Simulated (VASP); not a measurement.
## Sn: band structure with PBEsol

Crystal: Sn.

```
Sn
1.0
     0.00000    3.26858    3.26858
     3.26858    0.00000    3.26858
     3.26858    3.26858    0.00000
Sn
2
Direct
  0.00000 0.00000 0.00000
  0.25000 0.25000 0.25000
```

The cell was built by a generator and needn't be a form met in nature.

```yaml
Program: VASP 6.6.1
Task: band structure
Functional: PBEsol
Potentials_or_basis: VASP PAW PBE potentials, release 64 (Sn_d)
Cutoff: 520 eV
k_mesh: 10 × 10 × 10
Occupations: gaussian, width 0.03 eV
Spin: no spin polarisation
Further_INCAR_settings: ALGO = Normal; EDIFF = 1e-06; NBANDS = 21
```

```
Pressure                : 0.0 GPa
Band gap along the path : none (metal or under the smearing width)
```

Levels at the corners of the path, in eV from the Fermi level:
```
point  band 10  band 11  band 12  band 13  band 14  band 15  band 16  band 17  band 18  band 19
    Γ   -21.12   -10.41    -0.77     0.16     0.16     0.16     2.22     2.22     2.22     4.92
    X   -21.06    -7.38    -7.38    -2.32    -2.32     0.86     0.86     7.65     7.65     9.15
    X   -21.06    -7.38    -7.38    -2.32    -2.32     0.86     0.86     7.65     7.65     9.15
    W   -21.04    -7.33    -7.33    -2.89    -2.89     3.41     3.41     4.05     4.05     8.97
    W   -21.04    -7.33    -7.33    -2.89    -2.89     3.41     3.41     4.05     4.05     8.97
    K   -21.04    -7.78    -6.91    -3.22    -1.97     1.13     3.37     5.70     5.99     6.71
    K   -21.04    -7.78    -6.91    -3.22    -1.97     1.13     3.37     5.70     5.99     6.71
    Γ   -21.12   -10.41    -0.77     0.16     0.16     0.16     2.22     2.22     2.22     4.92
    Γ   -21.12   -10.41    -0.77     0.16     0.16     0.16     2.22     2.22     2.22     4.92
    L   -21.08    -8.83    -6.16    -1.01    -1.01    -0.03     3.28     3.28     5.62     8.38
    L   -21.08    -8.83    -6.16    -1.01    -1.01    -0.03     3.28     3.28     5.62     8.38
    U   -21.04    -7.78    -6.91    -3.22    -1.97     1.13     3.37     5.70     5.99     6.71
    U   -21.04    -7.78    -6.91    -3.22    -1.97     1.13     3.37     5.70     5.99     6.71
    W   -21.04    -7.33    -7.33    -2.89    -2.89     3.41     3.41     4.05     4.05     8.97
    W   -21.04    -7.33    -7.33    -2.89    -2.89     3.41     3.41     4.05     4.05     8.97
    L   -21.08    -8.83    -6.16    -1.01    -1.01    -0.03     3.28     3.28     5.62     8.38
    L   -21.08    -8.83    -6.16    -1.01    -1.01    -0.03     3.28     3.28     5.62     8.38
    K   -21.04    -7.78    -6.91    -3.22    -1.97     1.13     3.37     5.70     5.99     6.71
    U   -21.04    -7.78    -6.91    -3.22    -1.97     1.13     3.37     5.70     5.99     6.71
    X   -21.06    -7.38    -7.38    -2.32    -2.32     0.86     0.86     7.65     7.65     9.15
```

Core levels (eV, on the scale of the bands):
| atom | levels |
| --- | --- |
| 1 Sn | 1s -28997.7, 2s -4369.2, 2p -3920.8, 3s -835.4, 3p -688.9, 3d -463.6, 4s -124.2, 4p -80.0 |
| 2 Sn | 1s -28997.7, 2s -4369.2, 2p -3920.8, 3s -835.4, 3p -688.9, 3d -463.6, 4s -124.2, 4p -80.0 |

Run time: 77 s on 1 thread of Intel(R) Xeon(R) 6975P-C (Granite Rapids), with other jobs on the host, peak memory 0.25 GiB.

Caveat: the PAW data sets were made with another functional, which shifts forces and pressure a little; spin-orbit coupling is left out, which moves the levels of the heavy elements.
